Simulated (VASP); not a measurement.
# BaTiO3: what each functional gives, and what it costs, part 6 of 8

Aim: the band gap of BaTiO3 at many levels of theory on one cell, with the cost of each. Left out of this account: 1 further run (bands with TB-mBJ + SOC: it diverged and was aborted). The start is a cell from a database of measured crystal structures.

VASP 6.6.1, plane waves and PAW; the level of theory is named at each step.

So far, least gap on mesh and path (eV): step 2 (bands, level LDA, k 4×4×4) 1.69; step 5 (bands, level r2SCAN, k 4×4×4) 2.19; step 7 (bands, level BLYP, k 4×4×4) 1.81; step 8 (bands, level SCAN, k 4×4×4) 2.19; step 10 (bands, level HSE06, k 4×4×4) 3.24.

## (11) Dielectric constant for the exchange share

This step: PBE; plane waves and PAW (Ba_sv, Ti_sv, O) (VASP 6.6.1).

The share of exact exchange of the next level is the inverse of the dielectric constant, which this PBE response run supplies.

Input file INCAR:

```
SYSTEM = BaTiO3
PREC = Accurate
ENCUT = 520
EDIFF = 1E-08
NELM = 100
ISMEAR = 0
SIGMA = 0.01
LREAL = .FALSE.
ALGO = Normal
GGA = PE
NBANDS = 26
LASPH = .TRUE.
LORBIT = 11
LWAVE = .FALSE.
LCHARG = .FALSE.
KPAR = 8
LEPSILON = .TRUE.
```

Input file POSCAR:

```
BaTiO3
1.0
    3.9904800000      0.0000000000      0.0000000000
    0.0000000000      3.9904800000      0.0000000000
    0.0000000000      0.0000000000      4.0230300000
Ba Ti O
1 1 3
Direct
    0.0000000000      0.0000000000      0.0000000000
    0.5000000000      0.5000000000      0.5220000000
    0.5000000000      0.5000000000      0.9790000000
    0.5000000000      0.0000000000      0.4880000000
    0.0000000000      0.5000000000      0.4880000000
```

Input file KPOINTS:

```
Automatic mesh
0
Gamma
10 10 10
0 0 0
```

PAW data sets: Ba_sv, Ti_sv and O (PBE family, release 64).

Launch:

```
> mpirun -np 8 vasp_std
```

Numbers of over 12 decimals in the logs are rounded to 6 here.

The program printed:

```text
[... set-up lines as in an earlier step ...]
 entering main loop
       N       E                     dE             d eps       ncg     rms          rms(c)
DAV:   1     0.448155380098E+03    0.44816E+03   -0.21109E+04  6552   0.167E+03
DAV:   2    -0.507455376753E+01   -0.45323E+03   -0.43831E+03  7946   0.456E+02
DAV:   3    -0.485698307775E+02   -0.43495E+02   -0.43257E+02  9140   0.140E+02
DAV:   4    -0.506632537740E+02   -0.20934E+01   -0.20905E+01  9870   0.265E+01
DAV:   5    -0.507330846664E+02   -0.69831E-01   -0.69815E-01  9014   0.362E+00    0.235E+01
DAV:   6    -0.401375043596E+02    0.10596E+02   -0.65195E+01  9668   0.729E+01    0.999E+00
DAV:   7    -0.401297318003E+02    0.77726E-02   -0.11359E+01  8776   0.248E+01    0.681E+00
DAV:   8    -0.399608221377E+02    0.16891E+00   -0.81973E-01  8340   0.842E+00    0.317E+00
DAV:   9    -0.399936551156E+02   -0.32833E-01   -0.28018E-01  9220   0.419E+00    0.125E+00
DAV:  10    -0.399797394707E+02    0.13916E-01   -0.86067E-02  8264   0.317E+00    0.435E-01
DAV:  11    -0.399784845694E+02    0.12549E-02   -0.69474E-03  9484   0.671E-01    0.122E-01
DAV:  12    -0.399783521891E+02    0.13238E-03   -0.78457E-04  7602   0.202E-01    0.427E-02
DAV:  13    -0.399783274653E+02    0.24724E-04   -0.17457E-04  8210   0.131E-01    0.172E-02
DAV:  14    -0.399783245250E+02    0.29404E-05   -0.51804E-05 10060   0.630E-02    0.592E-03
DAV:  15    -0.399783257368E+02   -0.12119E-05   -0.78165E-06  9460   0.239E-02    0.805E-03
DAV:  16    -0.399783250050E+02    0.73178E-06   -0.29412E-06  8832   0.177E-02    0.237E-03
DAV:  17    -0.399783250811E+02   -0.76022E-07   -0.51401E-07  8448   0.748E-03    0.122E-03
DAV:  18    -0.399783250634E+02    0.17641E-07   -0.97258E-08  8102   0.336E-03    0.148E-04
DAV:  19    -0.399783250641E+02   -0.68985E-09   -0.62435E-09  4714   0.628E-04
   1 F= -.39978325E+02 E0= -.39978325E+02  d E =-.202955E-16
 Linear response reoptimize wavefunctions to high precision
DAV:   1    -0.399783250617E+02    0.24252E-08   -0.12444E-09  4374   0.315E-04
DAV:   2    -0.399783250617E+02   -0.58208E-10   -0.34945E-10  3978   0.132E-04
 Linear response G [H, r] |phi>, progress :
  Direction:   1
       N       E                     dE             d eps       ncg     rms
RMM:   1    -0.135355362972E+03   -0.13536E+03   -0.20465E+03  9855   0.678E+02
RMM:   2    -0.143164680607E+03   -0.78093E+01   -0.10013E+02 12086   0.555E+01
RMM:   3    -0.146337122768E+03   -0.31724E+01   -0.27558E+01 15750   0.176E+01
RMM:   4    -0.146919658747E+03   -0.58254E+00   -0.67110E+00 16674   0.786E+00
RMM:   5    -0.147130919951E+03   -0.21126E+00   -0.25541E+00 17100   0.423E+00
RMM:   6    -0.147226615335E+03   -0.95695E-01   -0.12048E+00 17065   0.248E+00
RMM:   7    -0.147269691974E+03   -0.43077E-01   -0.58338E-01 17189   0.157E+00
RMM:   8    -0.147288920776E+03   -0.19229E-01   -0.16296E-01 17145   0.102E+00
RMM:   9    -0.147299653071E+03   -0.10732E-01   -0.18427E-01 17011   0.694E-01
RMM:  10    -0.147307731182E+03   -0.80781E-02   -0.16885E-01 16798   0.495E-01
RMM:  11    -0.147313320100E+03   -0.55889E-02   -0.93653E-02 16523   0.355E-01
RMM:  12    -0.147315342687E+03   -0.20226E-02   -0.81846E-02 16408   0.260E-01
RMM:  13    -0.147317790766E+03   -0.24481E-02   -0.52627E-02 16332   0.195E-01
RMM:  14    -0.147319001212E+03   -0.12104E-02   -0.42619E-02 16223   0.150E-01
RMM:  15    -0.147319841324E+03   -0.84011E-03   -0.32136E-02 16115   0.117E-01
RMM:  16    -0.147320431578E+03   -0.59025E-03   -0.25440E-02 16026   0.942E-02
RMM:  17    -0.147320816901E+03   -0.38532E-03   -0.16662E-02 15950   0.776E-02
RMM:  18    -0.147321054798E+03   -0.23790E-03   -0.15720E-02 15890   0.657E-02
RMM:  19    -0.147321109030E+03   -0.54232E-04   -0.11443E-02 15790   0.571E-02
RMM:  20    -0.147321216612E+03   -0.10758E-03   -0.12782E-02 15669   0.505E-02
RMM:  21    -0.147321270052E+03   -0.53440E-04   -0.11377E-02 15553   0.458E-02
RMM:  22    -0.147321344189E+03   -0.74137E-04   -0.12440E-02 15432   0.419E-02
RMM:  23    -0.147321333444E+03    0.10745E-04   -0.11179E-02 15362   0.391E-02
RMM:  24    -0.147321353088E+03   -0.19644E-04   -0.11879E-02 15287   0.368E-02
RMM:  25    -0.147321353188E+03   -0.10018E-06   -0.10873E-02 15230   0.349E-02
RMM:  26    -0.147321397390E+03   -0.44202E-04   -0.11654E-02 15188   0.334E-02
RMM:  27    -0.147321361837E+03    0.35554E-04   -0.10777E-02 15186   0.322E-02
RMM:  28    -0.147321397199E+03   -0.35362E-04   -0.11324E-02 15176   0.311E-02
RMM:  29    -0.147321367501E+03    0.29698E-04   -0.10611E-02 15121   0.303E-02
RMM:  30    -0.147321409724E+03   -0.42224E-04   -0.11140E-02 15116   0.296E-02
 Linear response G [H, r] |phi>, progress :
  Direction:   2
       N       E                     dE             d eps       ncg     rms
RMM:   1    -0.134232625500E+03   -0.13423E+03   -0.14088E+03  9852   0.703E+02
RMM:   2    -0.155189212957E+03   -0.20957E+02   -0.11062E+02 11941   0.581E+01
RMM:   3    -0.160031155698E+03   -0.48419E+01   -0.38395E+01 15374   0.191E+01
RMM:   4    -0.160937897741E+03   -0.90674E+00   -0.10161E+01 16240   0.834E+00
RMM:   5    -0.161091227753E+03   -0.15333E+00   -0.31108E+00 16695   0.441E+00
RMM:   6    -0.161215602877E+03   -0.12438E+00   -0.15555E+00 16659   0.247E+00
RMM:   7    -0.161257138528E+03   -0.41536E-01   -0.56704E-01 16778   0.150E+00
RMM:   8    -0.161277483663E+03   -0.20345E-01   -0.21417E-01 16748   0.915E-01
RMM:   9    -0.161287038653E+03   -0.95550E-02   -0.17840E-01 16667   0.594E-01
RMM:  10    -0.161294374368E+03   -0.73357E-02   -0.10417E-01 16343   0.402E-01
RMM:  11    -0.161298656431E+03   -0.42821E-02   -0.58273E-02 16034   0.279E-01
RMM:  12    -0.161301205268E+03   -0.25488E-02   -0.40557E-02 15785   0.195E-01
RMM:  13    -0.161302553225E+03   -0.13480E-02   -0.18415E-02 15640   0.141E-01
RMM:  14    -0.161303330329E+03   -0.77710E-03   -0.66138E-03 15536   0.104E-01
RMM:  15    -0.161303576014E+03   -0.24569E-03   -0.73882E-03 15451   0.807E-02
RMM:  16    -0.161303884735E+03   -0.30872E-03   -0.22059E-03 15361   0.647E-02
RMM:  17    -0.161304123486E+03   -0.23875E-03    0.31982E-03 15285   0.536E-02
RMM:  18    -0.161304204388E+03   -0.80902E-04    0.60629E-03 15248   0.464E-02
RMM:  19    -0.161304289217E+03   -0.84829E-04    0.75408E-03 15170   0.417E-02
RMM:  20    -0.161304313461E+03   -0.24244E-04    0.81576E-03 15049   0.383E-02
RMM:  21    -0.161304392809E+03   -0.79348E-04    0.74065E-03 14971   0.359E-02
RMM:  22    -0.161304409807E+03   -0.16999E-04    0.74061E-03 14881   0.341E-02
RMM:  23    -0.161304423699E+03   -0.13891E-04    0.70929E-03 14869   0.327E-02
RMM:  24    -0.161304444086E+03   -0.20388E-04    0.61882E-03 14842   0.317E-02
[...]
RMM:  11    -0.923462335532E+00   -0.37427E-04   -0.27442E-04 14446   0.132E-02
RMM:  12    -0.923480735863E+00   -0.18400E-04   -0.18904E-04 14054   0.979E-03
RMM:  13    -0.923496857831E+00   -0.16122E-04   -0.12126E-04 13688   0.748E-03
RMM:  14    -0.923507083315E+00   -0.10225E-04   -0.85132E-05 13270   0.582E-03
RMM:  15    -0.923514753901E+00   -0.76706E-05   -0.42120E-05 12802   0.463E-03
RMM:  16    -0.923520150342E+00   -0.53964E-05   -0.28308E-05 12236   0.378E-03
RMM:  17    -0.923523860988E+00   -0.37106E-05   -0.99568E-06 11725   0.317E-03
RMM:  18    -0.923526140381E+00   -0.22794E-05   -0.71900E-06 11332   0.274E-03
RMM:  19    -0.923527665888E+00   -0.15255E-05   -0.37255E-06 11043   0.243E-03
RMM:  20    -0.923528317862E+00   -0.65197E-06   -0.59101E-06 10913   0.224E-03
RMM:  21    -0.923528569214E+00   -0.25135E-06   -0.58592E-06 10819   0.212E-03
RMM:  22    -0.923528653151E+00   -0.83937E-07   -0.59232E-06 10710   0.205E-03
RMM:  23    -0.923528686820E+00   -0.33669E-07   -0.64985E-06 10636   0.201E-03
RMM:  24    -0.923528694747E+00   -0.79275E-08   -0.66854E-06 10620   0.198E-03
 change of polarisation eV/A/(eV/A) component  3 :    -0.258    -0.167     1.847
 dielectric tensor                  component  3 :    -0.729    -0.471     6.217
 Linear response to external field, progress :
  Direction:   1
       N       E                     dE             d eps       ncg     rms          rms(c)
RMM:   1    -0.893953998708E+00   -0.89395E+00   -0.33000E+00 30147   0.924E+00
RMM:   2    -0.974978117215E+00   -0.81024E-01   -0.14609E-01 32128   0.189E+00    0.131E+00
RMM:   3    -0.968399582817E+00    0.65785E-02   -0.80305E-02 32946   0.133E+00    0.742E-01
RMM:   4    -0.999085499836E+00   -0.30686E-01   -0.48453E-02 33358   0.115E+00    0.205E-01
RMM:   5    -0.101436948096E+01   -0.15284E-01   -0.18511E-02 37994   0.511E-01    0.424E-02
RMM:   6    -0.101618290798E+01   -0.18134E-02   -0.53281E-03 40115   0.233E-01    0.325E-02
RMM:   7    -0.101739266893E+01   -0.12098E-02   -0.28302E-03 39075   0.118E-01    0.207E-02
RMM:   8    -0.101823772406E+01   -0.84506E-03   -0.11580E-03 37589   0.741E-02    0.577E-03
RMM:   9    -0.101839416690E+01   -0.15644E-03   -0.89984E-04 39636   0.435E-02    0.296E-03
RMM:  10    -0.101839395191E+01    0.21499E-06   -0.51500E-04 39050   0.281E-02    0.233E-03
RMM:  11    -0.101848573979E+01   -0.91788E-04   -0.32424E-04 38743   0.187E-02    0.142E-03
RMM:  12    -0.101860963027E+01   -0.12389E-03   -0.24362E-04 37232   0.133E-02    0.655E-04
RMM:  13    -0.101856442190E+01    0.45208E-04   -0.15981E-04 37951   0.923E-03    0.914E-04
RMM:  14    -0.101861374888E+01   -0.49327E-04   -0.11133E-04 36446   0.698E-03    0.250E-04
RMM:  15    -0.101861836723E+01   -0.46183E-05   -0.78075E-05 39181   0.503E-03    0.484E-04
RMM:  16    -0.101862125471E+01   -0.28875E-05   -0.54325E-05 38587   0.381E-03    0.640E-04
RMM:  17    -0.101861690980E+01    0.43449E-05   -0.37313E-05 36330   0.308E-03    0.902E-04
RMM:  18    -0.101862357485E+01   -0.66650E-05   -0.25546E-05 35514   0.264E-03    0.811E-04
RMM:  19    -0.101863720457E+01   -0.13630E-04   -0.20504E-05 36153   0.245E-03    0.558E-04
RMM:  20    -0.101865225584E+01   -0.15051E-04   -0.14942E-05 36534   0.232E-03    0.251E-04
RMM:  21    -0.101869044845E+01   -0.38193E-04   -0.11565E-05 39765   0.259E-03    0.708E-04
RMM:  22    -0.101870233613E+01   -0.11888E-04   -0.96715E-06 36301   0.213E-03    0.969E-04
RMM:  23    -0.101868303754E+01    0.19299E-04   -0.79118E-06 35975   0.217E-03    0.502E-04
RMM:  24    -0.101867173085E+01    0.11307E-04   -0.68503E-06 35806   0.204E-03    0.221E-04
RMM:  25    -0.101866463399E+01    0.70969E-05   -0.73162E-06 35266   0.195E-03    0.411E-05
RMM:  26    -0.101866405457E+01    0.57942E-06   -0.62910E-06 30302   0.186E-03    0.311E-05
RMM:  27    -0.101866477132E+01   -0.71675E-06   -0.64746E-06 26272   0.184E-03    0.371E-05
RMM:  28    -0.101866313843E+01    0.16329E-05   -0.61530E-06 28918   0.185E-03    0.493E-06
 change of polarisation eV/A/(eV/A) component  1 :     1.920    -0.023     0.000
 dielectric tensor                  component  1 :     6.423    -0.064     0.000
 Linear response to external field, progress :
  Direction:   2
       N       E                     dE             d eps       ncg     rms          rms(c)
RMM:   1    -0.893957479212E+00   -0.89396E+00   -0.33000E+00 30145   0.924E+00
RMM:   2    -0.974974167489E+00   -0.81017E-01   -0.14605E-01 32130   0.189E+00    0.131E+00
RMM:   3    -0.968407200478E+00    0.65670E-02   -0.80336E-02 32948   0.133E+00    0.742E-01
RMM:   4    -0.999095001898E+00   -0.30688E-01   -0.48461E-02 33355   0.115E+00    0.205E-01
RMM:   5    -0.101436451680E+01   -0.15270E-01   -0.18501E-02 38002   0.511E-01    0.426E-02
RMM:   6    -0.101617214913E+01   -0.18076E-02   -0.53272E-03 40133   0.233E-01    0.328E-02
RMM:   7    -0.101730141760E+01   -0.11293E-02   -0.28462E-03 39137   0.117E-01    0.225E-02
RMM:   8    -0.101826789196E+01   -0.96647E-03   -0.10427E-03 37325   0.751E-02    0.572E-03
RMM:   9    -0.101840162416E+01   -0.13373E-03   -0.78592E-04 39665   0.438E-02    0.295E-03
RMM:  10    -0.101842214750E+01   -0.20523E-04   -0.43093E-04 39899   0.273E-02    0.224E-03
RMM:  11    -0.101854014486E+01   -0.11800E-03   -0.28874E-04 38659   0.184E-02    0.117E-03
RMM:  12    -0.101858102956E+01   -0.40885E-04   -0.18620E-04 39510   0.126E-02    0.498E-04
RMM:  13    -0.101859181388E+01   -0.10784E-04   -0.12909E-04 39282   0.875E-03    0.471E-04
RMM:  14    -0.101862487769E+01   -0.33064E-04   -0.79227E-05 37633   0.652E-03    0.273E-04
RMM:  15    -0.101864128963E+01   -0.16412E-04   -0.60739E-05 38264   0.491E-03    0.141E-04
RMM:  16    -0.101864681447E+01   -0.55248E-05   -0.31784E-05 38672   0.379E-03    0.148E-04
RMM:  17    -0.101865425338E+01   -0.74389E-05   -0.23689E-05 37736   0.305E-03    0.110E-04
RMM:  18    -0.101866065159E+01   -0.63982E-05   -0.14869E-05 37086   0.261E-03    0.355E-05
RMM:  19    -0.101865899803E+01    0.16536E-05   -0.11818E-05 34839   0.232E-03    0.124E-04
RMM:  20    -0.101866451234E+01   -0.55143E-05   -0.10275E-05 35065   0.218E-03    0.986E-06
 change of polarisation eV/A/(eV/A) component  2 :    -0.104     1.920    -0.000
 dielectric tensor                  component  2 :    -0.294     6.423    -0.001
 Linear response to external field, progress :
  Direction:   3
       N       E                     dE             d eps       ncg     rms          rms(c)
RMM:   1    -0.850939335416E+00   -0.85094E+00   -0.29586E+00 11866   0.916E+00
RMM:   2    -0.912820739763E+00   -0.61881E-01   -0.13121E-01 12996   0.185E+00    0.202E+00
RMM:   3    -0.864690071876E+00    0.48131E-01   -0.36912E-01 11590   0.350E+00    0.145E+00
RMM:   4    -0.851694892972E+00    0.12995E-01   -0.68276E-02 12026   0.175E+00    0.591E-01
RMM:   5    -0.867742397399E+00   -0.16048E-01   -0.29495E-02 13021   0.962E-01    0.320E-01
RMM:   6    -0.884130150623E+00   -0.16388E-01   -0.14679E-02 14118   0.557E-01    0.119E-01
RMM:   7    -0.890733681953E+00   -0.66035E-02   -0.59373E-03 14560   0.316E-01    0.538E-02
RMM:   8    -0.892113062087E+00   -0.13794E-02   -0.26997E-03 14972   0.173E-01    0.197E-02
RMM:   9    -0.893255522550E+00   -0.11425E-02   -0.16087E-03 15260   0.960E-02    0.787E-03
RMM:  10    -0.893506784058E+00   -0.25126E-03   -0.72149E-04 15546   0.543E-02    0.512E-03
RMM:  11    -0.893732838871E+00   -0.22605E-03   -0.46042E-04 15034   0.347E-02    0.161E-03
RMM:  12    -0.893843077436E+00   -0.11024E-03   -0.46319E-04 16124   0.223E-02    0.177E-03
RMM:  13    -0.893914310276E+00   -0.71233E-04   -0.26944E-04 15278   0.153E-02    0.910E-04
RMM:  14    -0.894009837342E+00   -0.95527E-04   -0.23599E-04 14769   0.119E-02    0.102E-03
RMM:  15    -0.893967630652E+00    0.42207E-04   -0.16941E-04 14682   0.892E-03    0.118E-03
RMM:  16    -0.894005580306E+00   -0.37950E-04   -0.15224E-04 15689   0.665E-03    0.108E-03
 change of polarisation eV/A/(eV/A) component  3 :    -0.258    -0.172     1.674
 dielectric tensor                  component  3 :    -0.729    -0.486     5.729
 Born effective charges drift removed
```

Elapsed: 5.6 min, on 8 MPI ranks of Intel Xeon 6975P-C (Granite Rapids), shared host; peak memory 9.6 GiB; 45 min of CPU time.

From OUTCAR (step 11):

```text
   k-points           NKPTS =    126   k-points in BZ     NKDIM =    126   number of bands    NBANDS=     26

   NELECT =      40.0000    total number of electrons

  Total        1.9965084      1.9965084      2.9514126      0.0000000      0.0000000      0.0000000
  in kB       49.9319100     49.9319100     73.8136973      0.0000000      0.0000000      0.0000000
  external PRESSURE =      57.8925058 kB  Pullay stress =       0.0000000 kB

 POSITION                                       TOTAL-FORCE (eV/Angst)
 -----------------------------------------------------------------------------------
      0.00000      0.00000      0.00000         0.000000      0.000000      0.132873
      1.99524      1.99524      2.10002        -0.000000     -0.000000     -0.254277
      1.99524      1.99524      3.93855        -0.000000     -0.000000      0.075849
      1.99524      0.00000      1.96324        -0.000000      0.000000      0.022777
      0.00000      1.99524      1.96324         0.000000      0.000000      0.022777
 -----------------------------------------------------------------------------------
    total drift:                                0.000000      0.000000      0.000173

 MACROSCOPIC STATIC DIELECTRIC TENSOR (including local field effects in DFT)
 ------------------------------------------------------
           6.422575    -0.000000     0.000000
           0.000000     6.422575    -0.000000
           0.000000     0.000000     5.728888
 ------------------------------------------------------

 PIEZOELECTRIC TENSOR (including local field effects)  for field in x, y, z        (C/m^2)
          XX          YY          ZZ          XY          YZ          ZX
  --------------------------------------------------------------------------------
  x     0.00000     0.00000     0.00000     0.00000     0.00000     0.09086
  y     0.00000     0.00000    -0.00000     0.00000     0.09086     0.00000
  z     0.17781     0.17781     0.10981     0.00000     0.00000     0.00000

 BORN EFFECTIVE CHARGES (including local field effects) (in |e|, cummulative output)
 ---------------------------------------------------------------------------------
 ion    1
    1     2.73213     0.00000     0.00000
    2     0.00000     2.73213    -0.00000
    3     0.00000     0.00000     2.83266
 ion    2
    1     7.05085     0.00000     0.00000
    2     0.00000     7.05085     0.00000
    3     0.00000     0.00000     5.89170
 ion    3
    1    -2.00196     0.00000     0.00000
    2     0.00000    -2.00196     0.00000
    3     0.00000     0.00000    -4.79295
 ion    4
    1    -2.14996     0.00000     0.00000
    2     0.00000    -5.63106    -0.00000
    3     0.00000    -0.00000    -1.96571
 ion    5
    1    -5.63106     0.00000     0.00000
    2     0.00000    -2.14996     0.00000
    3     0.00000     0.00000    -1.96571

[... 6 parts as in an earlier step ...]

[... 4 further parts left out ...]
```

Energies printed during the response cycles are not total energies of the cell. The dielectric response converges more slowly with the mesh than energies do, so tensor and charges may still move on a finer one.

Numbers from this step:

```yaml
irreducible_k_points: 126
fermi_energy: 3.975 eV
pressure: 5.789 GPa
gap_on_the_k_mesh: 1.796 eV
least_direct_gap_on_the_k_mesh: 2.177 eV
```

Electronic dielectric tensor with local fields:

```
6.42 0.00 0.00
0.00 6.42 0.00
0.00 0.00 5.73
```

Born effective charge (e), principal values of the symmetric part by kind of site:

| atom | atoms with these values | low | middle | high | mean |
| --- | --- | --- | --- | --- | --- |
| Ba1 | 1 | 2.73 | 2.73 | 2.83 | 2.77 |
| Ti2 | 1 | 5.89 | 7.05 | 7.05 | 6.66 |
| O3 | 1 | -4.79 | -2.00 | -2.00 | -2.93 |
| O4 | 2 | -5.63 | -2.15 | -1.97 | -3.25 |

In full for Ba1:

```
2.73 0.00 0.00
0.00 2.73 0.00
0.00 0.00 2.83
```

Piezoelectric tensor with clamped ions (C/m²), by row:

| field | xx | yy | zz | xy | yz | zx |
| --- | --- | --- | --- | --- | --- | --- |
| x | 0 | 0 | 0 | 0 | 0 | 0.09086 |
| y | 0 | 0 | 0 | 0 | 0.09086 | 0 |
| z | 0.1778 | 0.1778 | 0.1098 | 0 | 0 | 0 |

Force by atom:

| atom | x (eV/Å) | y (eV/Å) | z (eV/Å) | size |
| --- | --- | --- | --- | --- |
| Ba1 | 0.000 | 0.000 | 0.133 | 0.133 |
| Ti2 | 0.000 | 0.000 | -0.254 | 0.254 |
| O3 | 0.000 | 0.000 | 0.076 | 0.076 |
| O4 | 0.000 | 0.000 | 0.023 | 0.023 |
| O5 | 0.000 | 0.000 | 0.023 | 0.023 |

The Born charges sum to zero; the printed set may have that rule imposed, so this is no test.

[end of part 6 of 8]

[Lines on the potential files, build, host, timing and source positions are cut from VASP's logs without a mark.]

[Logs are printed without paths, hosts, clocks, repeated set-up lines and the standing remarks that a program may print on its own settings, such as how far it seeks lower states.]

[Hosts, paths, dates, database ids (printed as entryN), source tags and the programs' standing remarks are cut or masked in the printed files.]

[Measured values are set beside computed ones only where the two were judged alike; some that the calculation misses by far are left out.]

[In band tables of VASP the shares of atoms and orbitals are scaled to a sum of 1 inside the atoms' spheres.]
